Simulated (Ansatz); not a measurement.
# Migration of H in WS2

How high is the barrier in WS2 when interstitial H hops to an equivalent place? Supercell of 12 sites with charge -1; relaxed ends, then a climbing-image band.

Method: DFT PBE, scalar-relativistic, plane waves, PAW, in Ansatz 0.2.0.

4 further runs of the same task are left out: 1 that didn't finish, 3 set aside as unsound or not needed.

### 1 The system as given

Symmetry: R3m, No. 160, trigonal system. Conventional cell: a = 3.188 Å, b = 3.188 Å, c = 22.423 Å, α = 90.00°, β = 90.00°, γ = 120.00°. W (site symmetry 3m) has 6 S at 2.42 Å in its first shell of neighbours. S (site symmetry 3m) has 3 W at 2.42 Å in its first shell of neighbours.

Structure file:

```
CELL_PARAMETERS angstrom
1.59387 0.92022 7.47445
-1.59387 0.92022 7.47445
0.00000 -1.84045 7.47445
ATOMIC_POSITIONS crystal
W 0.00068 0.00068 0.00068
S 0.40407 0.40407 0.40407
S 0.26395 0.26395 0.26395
```

It goes back to an entry of the Materials Project, which need not be the stable form.

This cell was relaxed beforehand with the same method: volume 21.93 Å³/atom, gap on the mesh 1.64 eV.

### 2 Relaxing the first end

The supercell's rows are 0 -2 2; -2 0 2; -1 -1 1 in vectors of the relaxed cell. Atom 13 is the H that will move.

input.yaml reads:

```yaml
crystal:
  lattice:
    - [3.187747326, -5.5213403304, 0.0]
    - [-3.187747326, -5.5213403304, 0.0]
    - [0.0, -3.6808935536, -7.4744493696]
  atoms:
    - { symbol: W, position: [0.5006774491, 0.5006774491, 0.9979676527] }
    - { symbol: W, position: [0.0006774491, 0.5006774491, 0.9979676527] }
    - { symbol: W, position: [0.5006774491, 0.0006774491, 0.9979676527] }
    - { symbol: W, position: [0.0006774491, 0.0006774491, 0.9979676527] }
    - { symbol: S, position: [0.9040742703, 0.9040742703, 0.7877771891] }
    - { symbol: S, position: [0.4040742703, 0.9040742703, 0.7877771891] }
    - { symbol: S, position: [0.9040742703, 0.4040742703, 0.7877771891] }
    - { symbol: S, position: [0.4040742703, 0.4040742703, 0.7877771891] }
    - { symbol: S, position: [0.7639482806, 0.7639482806, 0.2081551582] }
    - { symbol: S, position: [0.2639482806, 0.7639482806, 0.2081551582] }
    - { symbol: S, position: [0.7639482806, 0.2639482806, 0.2081551582] }
    - { symbol: S, position: [0.2639482806, 0.2639482806, 0.2081551582] }
    - { symbol: H, position: [0.2100746094, 0.2228536859, 0.524172491] }
total_charge: -1
basis:
  ecutwfc: 420
  xc_grid: 2
kpoints:
  mp_grid: { grid: [3, 3, 3], shift: [0.0, 0.0, 0.0] }
hamiltonian:
  xc: pbe
scf:
  occupations: { method: gaussian, width: 0.02 }
output:
  forces: true
  stress: false
  eigenvalues: true
  write_density: true
  write_potential: true
  elf: true
  volumetric_format: npy
relax:
  adjacent_minimum: "off"
  f_tol: 0.02
  max_steps: 60
```

On the command line:

```
$ ansatz run input.yaml --threads 4 --pin off --max-ram 10240MiB --backend cpu --events-out ev --progress --plain --runs-dir out
```

The session goes on with these runs: nudged elastic band, a jump of 0.78 Å.

What does the calculation give? Wanted: barrier forwards; barrier backwards; second end relative to first; highest image; neighbours of H at the start; at the top.

As calculated:

| quantity | value |
| --- | --- |
| barrier forwards | 0.30 eV |
| barrier backwards | 0.30 eV |
| second end relative to first | 0.000 eV |
| highest image | 3 of 0 to 6, climbing |
| band iterations | 5 |
| neighbours of H at the start; at the top | 1 S at 1.45 Å, 2 S at 2.48 Å, 2 W at 3.11 Å; 2 S at 1.93 Å, 1 S at 2.45 Å, 1 W at 3.07 Å |

In words: Along this path the system climbs 0.30 eV from the first end (12 kT at 300 K), which at an assumed attempt frequency of 10^13 s⁻¹ means a rate near 10^8 s⁻¹. Both ends agree in energy to 1 meV. The input switches the test of curvatures off, so the top was not shown to be a first-order saddle. In a cell of 12 sites the barrier is good to about a tenth of an eV. Spin-orbit coupling is left out, which matters for the bands of W.

The cell is layered and no dispersion term is used, so the spacing and stiffness across the layers are uncertain.
